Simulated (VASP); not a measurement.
## How biaxial strain in the (001) plane changes InAs (F-43m)

Wanted: the response of InAs to biaxial strain in the (001) plane, as a table, with a fit that predicts a row left out.

Calculated with VASP 6.6.1; PBEsol; plane waves and PAW (In_d, As), in the first sound run; inputs show where later runs differ.

## 1. Set-up

It takes space group F-43m (No. 216, cubic). Conventional cell: a = 6.058 Å, b = 6.058 Å, c = 6.058 Å, α = 90.00°, β = 90.00°, γ = 90.00°. In has 4 As at 2.62 Å nearest. Nearest to As lie 4 In at 2.62 Å. Farther neighbours are not listed.

Coordinates:

```cif
data_structure
_symmetry_space_group_name_H-M 'F-43m'
_symmetry_Int_Tables_number 216
_cell_length_a 6.0580
_cell_length_b 6.0580
_cell_length_c 6.0580
_cell_angle_alpha 90.000
_cell_angle_beta 90.000
_cell_angle_gamma 90.000
_cell_volume 222.32
loop_
_atom_site_label
_atom_site_type_symbol
_atom_site_symmetry_multiplicity
_atom_site_Wyckoff_symbol
_atom_site_fract_x
_atom_site_fract_y
_atom_site_fract_z
_atom_site_occupancy
In1 In 4 a 0.00000 0.00000 0.00000 1
As1 As 4 d 0.25000 0.25000 0.75000 1
```

## 2. Relax the crystal, PBEsol

The series starts from the cell that this level prefers, so that zero strain is near zero stress.

This step took 2 runs in a row; the last is shown.

Level: PBEsol; plane waves and PAW (In_d, As).

The input, INCAR:

```
SYSTEM = InAs
PREC = Accurate
ENCUT = 450
EDIFF = 1E-07
NELM = 120
ISMEAR = 0
SIGMA = 0.02
LREAL = .FALSE.
ALGO = Normal
GGA = PS
NBANDS = 15
LASPH = .TRUE.
LORBIT = 11
LWAVE = .FALSE.
LCHARG = .FALSE.
KPAR = 8
IBRION = 2
NSW = 40
ISIF = 3
EDIFFG = -0.005
POTIM = 0.4
```

The input, POSCAR:

```
InAs
1.0
    0.0000000000      3.0456045427      3.0456045427
    3.0456045427      0.0000000000      3.0456045427
    3.0456045427      3.0456045427      0.0000000000
In As
1 1
Direct
    0.0000000000      0.0000000000      0.0000000000
    0.2500000000      0.2500000000      0.2500000000
```

The input, KPOINTS:

```
Automatic mesh
0
Gamma
9 9 9
0 0 0
```

Potentials, in the order of the species: In_d and As (PBE family, release 64).

The run is started by

```
> mpirun -np 8 vasp_std
```

The log of the run:

```text
[banner, memory and clock lines left out]
running    8 mpi-ranks, on    1 nodes
[...]
|                                                                             |
|           W    W    AA    RRRRR   N    N  II  N    N   GGGG   !!!           |
|           W    W   A  A   R    R  NN   N  II  NN   N  G    G  !!!           |
|           W    W  A    A  R    R  N N  N  II  N N  N  G       !!!           |
|           W WW W  AAAAAA  RRRRR   N  N N  II  N  N N  G  GGG   !            |
|           WW  WW  A    A  R   R   N   NN  II  N   NN  G    G                |
|           W    W  A    A  R    R  N    N  II  N    N   GGGG   !!!           |
|                                                                             |
|     For optimal performance we recommend to set                             |
|       NCORE = 2 up to number-of-cores-per-socket                            |
|     NCORE specifies how many cores store one orbital (NPAR=cpu/NCORE).      |
|     This setting can greatly improve the performance of VASP for DFT.       |
[...]
|     You enforced a specific xc type in the INCAR file but a different       |
|     [... a line on the potential file left out ...]
|     I HOPE YOU KNOW WHAT YOU ARE DOING!                                     |
|                                                                             |

 LDA part: xc-table for (Slater+PW92), standard interpolation
 POSCAR, INCAR and KPOINTS ok, starting setup
[...]
entering main loop
       N       E                     dE             d eps       ncg     rms          rms(c)
DAV:   1     0.105999339075E+03    0.10600E+03   -0.77527E+03  1050   0.116E+03
DAV:   2    -0.172912698439E+01   -0.10773E+03   -0.10374E+03  1127   0.283E+02
DAV:   3    -0.860209019895E+01   -0.68730E+01   -0.68405E+01  1372   0.745E+01
DAV:   4    -0.877300027289E+01   -0.17091E+00   -0.17088E+00  1349   0.133E+01
[...]
DAV:  12    -0.848898196078E+01    0.26641E-08   -0.57608E-06  1183   0.252E-02    0.840E-03
DAV:  13    -0.848898207482E+01   -0.11404E-06   -0.11745E-06  1407   0.598E-03    0.393E-03
DAV:  14    -0.848898201900E+01    0.55823E-07   -0.64296E-08   967   0.256E-03
   1 F= -.84889820E+01 E0= -.84889609E+01  d E =-.848898E+01
[...]
reached required accuracy - stopping structural energy minimisation
```

The job ended after 5 s (8 MPI ranks of Intel Xeon 6975P-C (Granite Rapids), shared host; peak memory 1.4 GiB; 31 s of CPU time).

The logs omit lines about the potential files and the build; timing stands in the text.

From OUTCAR (step 2):

```text
  Total        0.0020639      0.0020639      0.0020639      0.0000000      0.0000000      0.0000000
  in kB        0.0585247      0.0585247      0.0585247      0.0000000      0.0000000      0.0000000
  external PRESSURE =       0.0585247 kB  Pullay stress =       0.0000000 kB

 POSITION                                       TOTAL-FORCE (eV/Angst)
 -----------------------------------------------------------------------------------
      0.00000      0.00000      0.00000         0.000000      0.000000     -0.000000
      1.52280      1.52280      1.52280        -0.000000     -0.000000      0.000000
 -----------------------------------------------------------------------------------
    total drift:                                0.000000      0.000000      0.000000

  FREE ENERGIE OF THE ION-ELECTRON SYSTEM (eV)
  ---------------------------------------------------
  free  energy   TOTEN  =        -8.4889820190 eV

  energy  without entropy=       -8.4889396974  energy(sigma->0) =       -8.48896086

 reached required accuracy - stopping structural energy minimisation

[... 3 further parts left out ...]
[key lines of the parts left out:]
E-fermi :   4.1613
```

This run gave:

```
energy(sigma→0) of the program : -8.4890 eV
stress, compression positive   : xx, yy, zz 0.01, 0.01, 0.01 GPa
volume                         : 56.500 Å³
ionic steps                    : 1
```

## 3. Strain along the normal, PBEsol

One member in full: the plane is strained by 2 %, and the strain along the normal is moved by secant steps until the normal stress is under 0.012 GPa or five steps are spent; the atoms relax at each step.

This step took 3 runs, each at a new trial strain with the atoms of the one before; the last is shown.

Level: PBEsol; plane waves and PAW (In_d, As); cell typed or built by script.

Edit INCAR of step 2 so:

```diff
@@ -15,7 +15,7 @@
 LCHARG = .FALSE.
-KPAR = 8
-IBRION = 2
-NSW = 40
-ISIF = 3
-EDIFFG = -0.005
-POTIM = 0.4
+KPAR = 2
+IBRION = 1
+NSW = 25
+ISIF = 2
+EDIFFG = -0.004
+POTIM = 0.3
```

The input, POSCAR:

```
InAs
1.0
    0.0000000000      3.1065166340      2.9754998400
    3.1065166340      0.0000000000      2.9754998400
    3.1065166340      3.1065166340      0.0000000000
In As
1 1
Direct
    0.0000000000      0.0000000000      0.0000000000
    0.2500000000      0.2500000000      0.2500000000
```

KPOINTS is that of step 2.

The run is started by

```
> mpirun -np 2 vasp_std
```

The log of the run:

```text
[banner, memory and clock lines left out]
running    2 mpi-ranks, on    1 nodes
[...]
[... a notice as in an earlier step ...]

 LDA part: xc-table for (Slater+PW92), standard interpolation
 POSCAR, INCAR and KPOINTS ok, starting setup
[...]
entering main loop
       N       E                     dE             d eps       ncg     rms          rms(c)
DAV:   1     0.108966005895E+03    0.10897E+03   -0.76752E+03  2250   0.116E+03
DAV:   2    -0.132564566467E+01   -0.11029E+03   -0.10629E+03  2397   0.283E+02
DAV:   3    -0.857199211922E+01   -0.72463E+01   -0.72085E+01  2887   0.766E+01
DAV:   4    -0.875590414001E+01   -0.18391E+00   -0.18386E+00  2701   0.139E+01
[...]
DAV:  12    -0.847943274941E+01   -0.21261E-06   -0.53266E-06  2550   0.232E-02    0.842E-03
DAV:  13    -0.847943285711E+01   -0.10770E-06   -0.11081E-06  3027   0.591E-03    0.414E-03
DAV:  14    -0.847943283650E+01    0.20610E-07   -0.58038E-08  2057   0.246E-03
   1 F= -.84794328E+01 E0= -.84794328E+01  d E =-.847943E+01
 BRION: g(F)=  0.328E-47 g(S)=  0.000E+00
 reached required accuracy - stopping structural energy minimisation
```

The job ended after 16 s (2 MPI ranks; peak memory 0.38 GiB; 24 s of CPU time).

From OUTCAR (step 3):

```text
  Total       -0.4854478     -0.4854478      0.0004081      0.0000000     -0.0000000      0.0000000
  in kB      -13.5430297    -13.5430297      0.0113854      0.0000000     -0.0000000      0.0000000
  external PRESSURE =      -9.0248914 kB  Pullay stress =       0.0000000 kB

 POSITION                                       TOTAL-FORCE (eV/Angst)
 -----------------------------------------------------------------------------------
      0.00000      0.00000      0.00000         0.000000      0.000000      0.000000
      1.55326      1.55326      1.48775        -0.000000     -0.000000     -0.000000
 -----------------------------------------------------------------------------------
    total drift:                                0.000000      0.000000      0.000000

  FREE ENERGIE OF THE ION-ELECTRON SYSTEM (eV)
  ---------------------------------------------------
  free  energy   TOTEN  =        -8.4794328365 eV

  energy  without entropy=       -8.4794328365  energy(sigma->0) =       -8.47943284

[... 1 part as in an earlier step ...]

[... 3 further parts left out ...]
[key lines of the parts left out:]
E-fermi :   4.0354
```

Numbers from this step:

* energy(sigma→0) of the program: -8.4794 eV
* stress, compression positive: xx, yy, zz -1.35, -1.35, 0.00 GPa
* ionic steps: 1

## 4. Band edges, TB-mBJ with spin-orbit coupling

Short lines in KPOINTS_OPT sample the zone centre along and across the normal of the plane, for masses, and the other valleys.

Level: TB-mBJ, spin-orbit coupling; plane waves and PAW (In_d, As); cell typed or built by script.

TB-mBJ has no energy functional, so the total energy, stress and pressure in this output mean nothing.

The input, INCAR:

```
SYSTEM = InAs
PREC = Accurate
ENCUT = 450
EDIFF = 1E-06
NELM = 150
ISMEAR = 0
SIGMA = 0.02
LREAL = .FALSE.
ALGO = Normal
METAGGA = MBJ
LASPH = .TRUE.
LNONCOLLINEAR = .TRUE.
MAGMOM = 0 0 0 0 0 0
NBANDS = 28
GGA_COMPAT = .FALSE.
LSORBIT = .TRUE.
LWAVE = .FALSE.
LCHARG = .FALSE.
KPAR = 2
```

POSCAR is that of step 3.

The input, KPOINTS:

```
Automatic mesh
0
Gamma
7 7 7
0 0 0
```

The input, KPOINTS_OPT:

```
Line mode
6
Line-mode
Reciprocal
  0.00000000   0.00000000   0.00000000
  0.02367828   0.02367828   0.00000000

  0.00000000   0.00000000   0.00000000
 -0.00000000  -0.02472087  -0.02472087

  0.31000000   0.31000000   0.00000000
  0.50000000   0.50000000   0.00000000

  0.00000000   0.31000000   0.31000000
  0.00000000   0.50000000   0.50000000

  0.45000000   0.45000000   0.45000000
  0.50000000   0.50000000   0.50000000

  0.45000000   0.00000000   0.00000000
  0.50000000   0.00000000   0.00000000

  0.42500000   0.42500000   0.00000000
  0.42500000   0.44972087   0.02472087

  0.50000000   0.50000000   0.50000000
  0.48251970   0.51748030   0.50000000
```

The run is started by

```
> mpirun -np 2 vasp_ncl
```

The log of the run:

```text
[banner, memory and clock lines left out]
running    2 mpi-ranks, on    1 nodes
[...]
[... a notice as in an earlier step ...]

 LDA part: xc-table for (None), standard interpolation
 POSCAR, INCAR and KPOINTS ok, starting setup
[...]
entering main loop
       N       E                     dE             d eps       ncg     rms          rms(c)
DAV:   1     0.546547281856E+03    0.54655E+03   -0.72651E+03  3248   0.125E+03
DAV:   2     0.409712720816E+03   -0.13683E+03   -0.13128E+03  3280   0.329E+02
DAV:   3     0.395956195996E+03   -0.13757E+02   -0.13547E+02  4112   0.121E+02
DAV:   4     0.395409384499E+03   -0.54681E+00   -0.54538E+00  3940   0.248E+01
[...]
DAV:  37     0.397382464058E+03    0.38115E-05   -0.20608E-10  1660   0.209E-04    0.273E-05
DAV:  38     0.397382467021E+03    0.29634E-05   -0.12627E-10  1660   0.103E-04    0.318E-05
DAV:  39     0.397382466206E+03   -0.81490E-06   -0.70447E-11  1660   0.106E-04
   1 F= 0.39738247E+03 E0= 0.39738247E+03  d E =-.199423E-18  mag=    -0.0000     0.0000    -0.0000
 Start KPOINTS_OPT (optional k-point list driver)
k-point batch [1-48\48]
       N       E                     dE             ncg
DAV:   1     0.233396392952E+04   -0.14224E+05     2692
DAV:   2    -0.419904962495E+04   -0.65330E+04     2724
DAV:   3    -0.493726160660E+04   -0.73821E+03     3312
DAV:   4    -0.496854630015E+04   -0.31285E+02     3280
DAV:   5    -0.497105192405E+04   -0.25056E+01     5164
DAV:   6    -0.497107132735E+04   -0.19403E-01     3752
DAV:   7    -0.497107203749E+04   -0.71013E-03     4800
DAV:   8    -0.497107205959E+04   -0.22103E-04     3972
DAV:   9    -0.497107206024E+04   -0.65452E-06     2400
```

The job ended after 4.5 min (2 MPI ranks; peak memory 0.86 GiB).

From OUTCAR (step 4):

```text
  LATTYP: Found a body centered tetragonal cell.
 ALAT       =     4.3932779555
 C/A-ratio  =     1.3545693535

 Subroutine GETGRP returns: Found  8 space group operations
 (whereof  8 operations were pure point group operations)

The static configuration has the point symmetry D_2d.

 Found     58 irreducible k-points:

   k-points           NKPTS =     58   k-points in BZ     NKDIM =     58   number of bands    NBANDS=     28

   dimension x,y,z NGX =    30 NGY =   30 NGZ =   30
   dimension x,y,z NGXF=    60 NGYF=   60 NGZF=   60

   ENCUT  =  450.0 eV  33.07 Ry    5.75 a.u.   7.44  7.44  7.60*2*pi/ulx,y,z

   NELECT =      18.0000    total number of electrons

 E-fermi :   4.4367

 k-point     1 :       0.0000    0.0000    0.0000
  band No.  band energies     occupation
    ...
     14       3.9055      1.00000
     15       4.1763      1.00000
     16       4.1763      1.00000
     17       4.3223      1.00000
     18       4.3223      1.00000
     19       4.6404      0.00000
     20       4.6404      0.00000
     21       8.1923      0.00000
     22       8.1923      0.00000
     23       8.5962      0.00000
    ...

 k-point     2 :       0.1429    0.0000    0.0000
  band No.  band energies     occupation
    ...
     14       2.3291      1.00000
     15       3.7973      1.00000
     16       3.8009      1.00000
     17       4.0586      1.00000
     18       4.0683      1.00000
     19       5.8010      0.00000
     20       5.8048      0.00000
     21       8.4574      0.00000
     22       8.6060      0.00000
     23       8.7351      0.00000
    ...

  Total      -63.8408737    -63.8408737    -62.9715501      0.0000000      0.0000000      0.0000000
  in kB    -1781.0335901  -1781.0335901  -1756.7811902      0.0000000      0.0000000      0.0000000
  external PRESSURE =   -1772.9494568 kB  Pullay stress =       0.0000000 kB

 POSITION                                       TOTAL-FORCE (eV/Angst)
 -----------------------------------------------------------------------------------
      0.00000      0.00000      0.00000        -0.000000     -0.000000      0.000000
      1.55326      1.55326      1.48775         0.000000      0.000000     -0.000000
 -----------------------------------------------------------------------------------
    total drift:                                0.000000      0.000000      0.000001

  FREE ENERGIE OF THE ION-ELECTRON SYSTEM (eV)
  ---------------------------------------------------
  free  energy   TOTEN  =       397.3824662061 eV

  energy  without entropy=      397.3824662061  energy(sigma->0) =      397.38246621

 Spin-Orbit-Coupling matrix elements
 Ion:    1  E_soc:     -0.0658432
 Ion:    2  E_soc:     -0.0235893

[... 1 part as in an earlier step ...]

[... 7 further parts left out ...]
```

[end of part 1 of 2]

[Lines on the potential files, build, host, timing and source positions are cut from VASP's logs without a mark.]

[Logs are printed without paths, hosts, clocks, repeated set-up lines and the standing remarks that a program may print on its own settings, such as how far it seeks lower states.]

[Hosts, paths, dates, database ids (printed as entryN), source tags and the programs' standing remarks are cut or masked in the printed files.]

[In band tables of VASP the shares of atoms and orbitals are scaled to a sum of 1 inside the atoms' spheres.]
